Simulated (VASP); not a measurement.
# ZnS (Wurtzite-6H) (P6_3mc) in VASP: notebook

Aim: see how the results for ZnS (Wurtzite-6H) move with the level of theory and the settings. Levels: r2SCAN+rVV10, PBE, PBE+D4. Tasks: single point.

All numbers are computed with VASP 6.6.1; they aren't measurements. Logs are shortened: lines on timing, memory, paths and dates and some standing lists are left out, and cuts for length are marked.

**Experimental background.**

A printed reference work, monograph reports, for a bulk crystal of ZnS at 4 K: band gap 3.911 eV (direct).

The runs below are set against these values where they give the same quantity.

## Step 1: The cell of the first run

It takes space group P6_3mc (No. 186, hexagonal). Conventional cell: a = 3.837 Å, b = 3.837 Å, c = 18.814 Å, α = 90.00°, β = 90.00°, γ = 120.00°. Within 3.1 Å of Zn (site symmetry 3m) lie 4 S at 2.35 Å. Within 3.1 Å of Zn (site symmetry 3m) lie 4 S at 2.35 Å. Zn (site symmetry 3m) has 4 S at 2.35 Å within 3.1 Å. S (site symmetry 3m) has 4 Zn at 2.35 Å within 3.1 Å. S (site symmetry 3m) has 4 Zn at 2.35 Å within 3.1 Å. S (site symmetry 3m) has 4 Zn at 2.35 Å within 3.1 Å.

## Step 2: Single point, r2SCAN+rVV10

POSCAR

```
ZnS
1.0
    3.8372457688      0.0000000000      0.0000000000
   -1.9186228844      3.3231523164      0.0000000000
    0.0000000000      0.0000000000     18.8137683755
Zn S
6 6
Direct
    0.3333333333      0.6666666667      0.8333300000
    0.6666666667      0.3333333333      0.3333300000
    0.6666666667      0.3333333333      0.6666700000
    0.3333333333      0.6666666667      0.1666700000
    0.0000000000      0.0000000000      0.5000000000
    0.0000000000      0.0000000000      0.0000000000
    0.3333333333      0.6666666667      0.9583300000
    0.6666666667      0.3333333333      0.4583300000
    0.6666666667      0.3333333333      0.7916700000
    0.3333333333      0.6666666667      0.2916700000
    0.0000000000      0.0000000000      0.6250000000
    0.0000000000      0.0000000000      0.1250000000
```

INCAR.step1

```
ALGO = Normal ; EDIFF = 1E-4
ENCUT = 520 ; GGA = PE
ISMEAR = -1 ; LASPH = True
LCHARG = False ; LREAL = False
LWAVE = True ; NBANDS = 66
NELM = 80 ; PREC = Accurate
SIGMA = 0.05
```

INCAR.step2

```
ALGO = Normal ; BPARAM = 11.95
CPARAM = 0.0093 ; EDIFF = 1E-6
ENCUT = 520 ; ISIF = 2
ISMEAR = -1 ; ISTART = 1
IVDW_NL = 2 ; LASPH = True
LCHARG = True ; LELF = True
LMIXTAU = True ; LREAL = False
LUSE_VDW = True ; LVHAR = True
LWAVE = False ; METAGGA = R2SCAN
NBANDS = 66 ; NELM = 80
PREC = Accurate ; SIGMA = 0.05
```

KPOINTS

```
k-points
0
Gamma
  8 8 2
```

Potentials or basis: VASP PAW PBE potentials, release 64 (Zn, S).

On the command line:

```bash
$ cat potpaw_PBE.64/Zn/POTCAR potpaw_PBE.64/S/POTCAR > POTCAR
$ cp INCAR.step1 INCAR
$ mpirun -np 1 vasp_std > vasp.out
$ cp INCAR.step2 INCAR
$ mpirun -np 1 vasp_std > vasp.out
```

OUTCAR:

```text
BPARAM = 11.95
   EDIFF = 1E-6
   ENCUT = 520
   ISIF = 2
   ISMEAR = -1
   ISTART = 1
   IVDW_NL = 2
   LASPH = True
   LREAL = False
   METAGGA = R2SCAN
   NELM = 80
   PREC = Accurate

 ion  position               nearest neighbor table
   1  0.333  0.667  0.833-   9 2.35   9 2.35   9 2.35   7 2.35
   2  0.667  0.333  0.333-  10 2.35  10 2.35  10 2.35   8 2.35
   3  0.667  0.333  0.667-  11 2.35  11 2.35  11 2.35   9 2.35
   4  0.333  0.667  0.167-  12 2.35  12 2.35  12 2.35  10 2.35
   5  0.000  0.000  0.500-   8 2.35   8 2.35   8 2.35  11 2.35
   6  0.000  0.000  0.000-   7 2.35   7 2.35   7 2.35  12 2.35
   7  0.333  0.667  0.958-   6 2.35   6 2.35   6 2.35   1 2.35
   8  0.667  0.333  0.458-   5 2.35   5 2.35   5 2.35   2 2.35
   9  0.667  0.333  0.792-   1 2.35   1 2.35   1 2.35   3 2.35
  10  0.333  0.667  0.292-   2 2.35   2 2.35   2 2.35   4 2.35
  11  0.000  0.000  0.625-   3 2.35   3 2.35   3 2.35   5 2.35
  12  0.000  0.000  0.125-   4 2.35   4 2.35   4 2.35   6 2.35

  LATTYP: Found a hexagonal cell.
 ALAT       =     3.8372457688
 C/A-ratio  =     4.9029354670

  Lattice vectors:

 A1 = (   3.8372457688,   0.0000000000,   0.0000000000)
 A2 = (  -1.9186228844,   3.3231523164,   0.0000000000)
 A3 = (   0.0000000000,   0.0000000000,  18.8137683755)

Analysis of symmetry for initial positions (statically):
=====================================================================
 Subroutine PRICEL returns:
 Original cell was already a primitive cell.

 Routine SETGRP: Setting up the symmetry group for a
 hexagonal supercell.

 Subroutine GETGRP returns: Found 12 space group operations
 (whereof  6 operations were pure point group operations)
 out of a pool of 24 trial point group operations.

The static configuration has the point symmetry C_3v.
 The point group associated with its full space group is C_6v.

Analysis of symmetry for dynamics (positions and initial velocities):
=====================================================================
 Subroutine PRICEL returns:
 Original cell was already a primitive cell.

 Routine SETGRP: Setting up the symmetry group for a
 hexagonal supercell.

 Subroutine GETGRP returns: Found 12 space group operations
 (whereof  6 operations were pure point group operations)
 out of a pool of 24 trial point group operations.

The dynamic configuration has the point symmetry C_3v.
 The point group associated with its full space group is C_6v.

 Subroutine INISYM returns: Found 12 space group operations
 (whereof  6 operations are pure point group operations),
 and found     1 'primitive' translations

----------------------------------------------------------------------------------------

                                     Primitive cell

  volume of cell :     239.9085

  direct lattice vectors                    reciprocal lattice vectors
     3.837245769  0.000000000  0.000000000     0.260603584  0.150459549  0.000000000
    -1.918622884  3.323152316  0.000000000     0.000000000  0.300919099  0.000000000
     0.000000000  0.000000000 18.813768376     0.000000000  0.000000000  0.053152563

  length of vectors
     3.837245769  3.837245769 18.813768376     0.300919099  0.300919099  0.053152563

  position of ions in fractional coordinates (direct lattice)
     0.333333333  0.666666667  0.833330000
     0.666666667  0.333333333  0.333330000
     0.666666667  0.333333333  0.666670000
     0.333333333  0.666666667  0.166670000
     0.000000000  0.000000000  0.500000000
     0.000000000  0.000000000  0.000000000
     0.333333333  0.666666667  0.958330000
     0.666666667  0.333333333  0.458330000
     0.666666667  0.333333333  0.791670000
     0.333333333  0.666666667  0.291670000
     0.000000000  0.000000000  0.625000000
     0.000000000  0.000000000  0.125000000

  ion indices of the primitive-cell ions
   primitive index   ion index
                 1           1
                 2           2
                 3           3
                 4           4
                 5           5
                 6           6
                 7           7
                 8           8
                 9           9
                10          10
                11          11
                12          12

----------------------------------------------------------------------------------------

 KPOINTS: k-points

Automatic generation of k-mesh.
 Grid dimensions read from file:
 generate k-points for:    8    8    2

 Generating k-lattice:

  Cartesian coordinates                     Fractional coordinates (reciprocal lattice)
     0.032575448  0.018807444  0.000000000     0.125000000  0.000000000  0.000000000
     0.000000000  0.037614887  0.000000000     0.000000000  0.125000000  0.000000000
     0.000000000  0.000000000  0.026576281     0.000000000  0.000000000  0.500000000

  Length of vectors
     0.037614887  0.037614887  0.026576281

  Shift w.r.t. Gamma in fractional coordinates (k-lattice)
     0.000000000  0.000000000  0.000000000

 Subroutine IBZKPT returns following result:
 ===========================================

 Found     20 irreducible k-points:

 Following reciprocal coordinates:
            Coordinates               Weight
  0.000000  0.000000  0.000000      1.000000
  0.125000  0.000000  0.000000      6.000000
  0.250000  0.000000  0.000000      6.000000
  0.375000  0.000000  0.000000      6.000000
  0.500000  0.000000  0.000000      3.000000
  0.125000  0.125000  0.000000      6.000000
[... 12 lines left out ...]
  0.250000  0.250000  0.500000      6.000000
  0.375000  0.250000  0.500000      6.000000
   k-points           NKPTS =     20   k-points in BZ     NKDIM =     20   number of bands    NBANDS=     66
   number of dos      NEDOS =    301   number of ions     NIONS =     12
   total plane-waves  NPLWV = 126000
   dimension x,y,z NGX =    30 NGY =   30 NGZ =  140
   dimension x,y,z NGXF=    60 NGYF=   60 NGZF=  280
   ions per type =               6   6
   NGX,Y,Z   is equivalent  to a cutoff of  13.00, 13.00, 12.37 a.u.
   NGXF,Y,Z  is equivalent  to a cutoff of  25.99, 25.99, 24.74 a.u.
 SYSTEM =  unknown system
   PREC   = accura    normal or accurate (medium, high low for compatibility)
   ISTART =      1    job   : 0-new  1-cont  2-samecut
   ICHARG =      0    charge: 1-file 2-atom 10-const
   ISPIN  =      1    spin polarized calculation?
   LNONCOLLINEAR =      F non collinear calculations
   LSORBIT =      F    spin-orbit coupling
   LASPH  =      T    aspherical Exc in radial PAW
   ENCUT  =  520.0 eV  38.22 Ry    6.18 a.u.   7.13  7.13 34.98*2*pi/ulx,y,z
   NELM   =     80;   NELMIN=  2; NELMDL=  0     # of ELM steps
   EDIFF  = 0.1E-05   stopping-criterion for ELM
   LREAL  =      F    real-space projection
   EDIFFG = 0.1E-04   stopping-criterion for IOM
   NSW    =      0    number of steps for IOM
   IBRION =     -1    ionic relax: 0-MD 1-quasi-New 2-CG
   NFREE  =      0    steps in history (QN), initial steepest desc. (CG)
   ISIF   =      2    stress and relaxation
   ISYM   =      2    0-nonsym 1-usesym 2-fastsym
   POTIM  = 0.5000    time-step for ionic-motion
   TEBEG  =    0.0;   TEEND  =   0.0 temperature during run
   PSTRESS=    0.0 pullay stress
   NELECT =     108.0000    total number of electrons
   NUPDOWN=      -1.0000    fix difference up-down
   EMIN   =  10.00;   EMAX   =-10.00  energy-range for DOS
   EFERMI =   0.00;   METHOD = LEGACY
   ISMEAR =    -1;   SIGMA  =   0.05  broadening in eV -4-tet -1-fermi 0-gaus
   EFERMI_NEDOS =   21; number of points for ismear=-14 and -15
   IALGO  =     38    algorithm
   IMIX   =      4    mixing-type and parameters
     AMIX     =   0.40;   BMIX     =  1.00
     AMIX_MAG =   1.60;   BMIX_MAG =  1.00
  volume/ion in A,a.u.               =      19.99       134.92
  Fermi-wavevector in a.u.,A,eV,Ry     =   1.254684  2.371008 21.418710  1.574231
  Thomas-Fermi vector in A             =   2.388477
   LORBIT       =      0    0 simple, 1 ext, 2 COOP (PROOUT), +10 PAW based schemes
   METAGGA = R2SCAN    functional components
   LHFCALC =     F    Hartree Fock is set to
   AEXX    =    0.0000 exact exchange contribution
   IVDW_NL    =     2    kernel type
   BPARAM     =11.9500
   IVDW    =     0    specifies the selected vdW correction
   LEPSILON=     F    determine dielectric tensor
   LRPA    =     F    only Hartree local field effects (RPA)
 non-spin polarized calculation
  energy-cutoff  :      520.00
  volume of cell :      239.91
 maximum number of plane-waves:      6502
 NGX is ok and might be reduce to    30
   NGX = 15   NGY = 15   NGZ = 69

 number of electron     108.0000070 magnetization

 Free energy of the ion-electron system (eV)
  ---------------------------------------------------
  ext. energy  EPLUGINS =         0.00000000
  ---------------------------------------------------
  free energy    TOTEN  =      -110.09354909 eV

  energy without entropy =     -110.09354909  energy(sigma->0) =     -110.09354909

 E-fermi :   2.7690     XC(G=0): -10.2784

 val. band max:        1.7035800753   @ k =   0.0000   0.0000   0.0000
 cond. band min:       4.2916731495   @ k =   0.0000   0.0000   0.0000
 fundamental gap:      2.5880930742
 Fermi energy:         2.7690351079

 k-point     1 :       0.0000    0.0000    0.0000
  band No.  band energies     occupation
      1     -11.8924      2.00000
      2     -11.6929      2.00000
      3     -11.6840      2.00000
      4     -11.2329      2.00000
      5     -11.2243      2.00000
      6     -10.9646      2.00000
[... 58 lines left out ...]
     65       8.6524      0.00000
     66       8.7597      0.00000

 k-point     2 :       0.1250    0.0000    0.0000
  band No.  band energies     occupation
      1     -11.7878      2.00000
      2     -11.5967      2.00000
      3     -11.5878      2.00000
      4     -11.1596      2.00000
      5     -11.1509      2.00000
      6     -10.9072      2.00000
[... 1300 lines left out ...]
     65       8.6934      0.00000
     66       8.6934      0.00000

------------------------ aborting loop because EDIFF is reached ----------------------------------------

  FORCE on cell =-STRESS in cart. coord.  units (eV):
  Direction    XX          YY          ZZ          XY          YZ          ZX
  --------------------------------------------------------------------------------------
  -------------------------------------------------------------------------------------
  Total       -3.5887237     -3.5887237     -3.5277225      0.0000000      0.0000000      0.0000000
  in kB      -23.9665181    -23.9665181    -23.5591352      0.0000000      0.0000000      0.0000000
  external PRESSURE =     -23.8307238 kB  Pullay stress =       0.0000000 kB

 VOLUME and BASIS-vectors are now :
 -----------------------------------------------------------------------------
  energy-cutoff  :      520.00
  volume of cell :      239.91
      direct lattice vectors                 reciprocal lattice vectors
     3.837245769  0.000000000  0.000000000     0.260603584  0.150459549  0.000000000
    -1.918622884  3.323152316  0.000000000     0.000000000  0.300919099  0.000000000
     0.000000000  0.000000000 18.813768376     0.000000000  0.000000000  0.053152563

 POSITION                                       TOTAL-FORCE (eV/Angst)
 -----------------------------------------------------------------------------------
     -0.00000      2.21543     15.67808         0.000000     -0.000000     -0.010767
      1.91862      1.10772      6.27119        -0.000000      0.000000     -0.010767
      1.91862      1.10772     12.54257         0.000000     -0.000000      0.021215
     -0.00000      2.21543      3.13569        -0.000000      0.000000      0.021215
      0.00000      0.00000      9.40688         0.000000     -0.000000      0.003245
      0.00000      0.00000      0.00000        -0.000000     -0.000000      0.003245
     -0.00000      2.21543     18.02980        -0.000000     -0.000000     -0.031860
      1.91862      1.10772      8.62291        -0.000000     -0.000000     -0.031860
      1.91862      1.10772     14.89430        -0.000000     -0.000000     -0.003683
     -0.00000      2.21543      5.48741        -0.000000     -0.000000     -0.003683
      0.00000      0.00000     11.75861        -0.000000     -0.000000      0.021850
      0.00000      0.00000      2.35172        -0.000000     -0.000000      0.021850
 -----------------------------------------------------------------------------------
    total drift:                                0.000000      0.000000      0.003638

  FREE ENERGIE OF THE ION-ELECTRON SYSTEM (eV)
  ---------------------------------------------------
  free  energy   TOTEN  =      -110.0935490866 eV

  energy  without entropy=     -110.0935490865  energy(sigma->0) =     -110.09354909
```

Run time: 21 min. Hardware: 1 thread of Intel Xeon 6975P-C (Granite Rapids), shared host; peak memory 0.96 GiB.

Results:

| Property | Result |
| --- | --- |
| Free energy | -110.0935 eV |
| Pressure | -2.4 GPa |
| Largest force | 0.032 eV/Å |
| Band gap on the k mesh | 2.59 eV, direct |

Forces on the atoms (eV/Å):
```
Zn   0.000  0.000 -0.011
Zn   0.000  0.000 -0.011
Zn   0.000  0.000  0.021
Zn   0.000  0.000  0.021
Zn   0.000  0.000  0.003
Zn   0.000  0.000  0.003
S    0.000  0.000 -0.032
S    0.000  0.000 -0.032
S    0.000  0.000 -0.004
S    0.000  0.000 -0.004
S    0.000  0.000  0.022
S    0.000  0.000  0.022
```

Caveat: the PAW data sets were made with another functional, which shifts forces and pressure a little.

(Part 1 of 2 ends here.)
